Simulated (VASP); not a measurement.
Runs of VASP 6.6.1 on MgO2. Symmetry: R-3m, No. 166, trigonal system. The conventional cell has a = 3.210 Å, b = 3.210 Å, c = 10.482 Å, α = 90.00°, β = 90.00°, γ = 120.00°. Mg (site symmetry -3m) has 6 O at 2.11 Å as nearest neighbours. O (site symmetry 3m) has 1 O at 1.49 Å as nearest neighbours. The cell comes from a database or a generator and needn't be the stable form of this composition.

```csv
task,level,potentials or basis,cell,k mesh,cutoff (eV),gap on the mesh (eV),pressure (GPa),largest force (eV/Å)
relaxation of cell and atoms,PBEsol,"VASP PAW PBE potentials, release 64 (Mg, O)",relaxed,8 × 8 × 8,600,2.40,0.1,-
band structure,LDA,"VASP PAW LDA potentials, release 64 (Mg, O)","R-3m, 10.39 Å³/atom",10 × 10 × 10,520,2.16,-10.8,0.19
band structure,r2SCAN,"VASP PAW PBE potentials, release 64 (Mg, O)","R-3m, 10.39 Å³/atom",10 × 10 × 10,520,2.92,-5.8,(a)
band structure,TB-mBJ,"VASP PAW PBE potentials, release 64 (Mg, O)","R-3m, 10.39 Å³/atom",10 × 10 × 10,520,(b),-,-
band structure,PBEsol,"VASP PAW PBE potentials, release 64 (Mg, O)","R-3m, 10.39 Å³/atom",10 × 10 × 10,520,2.21,-5.0,0.12
```

Alike in all rows: no spin polarisation; smearing gaussian 0.02 eV.

Task: Fill in the values left out.

Result: (a) 0.05; (b) 4.75.

Caveats: the PAW data sets were made with another functional, which shifts forces and pressure a little (some runs).

A k mesh can miss the band edges.
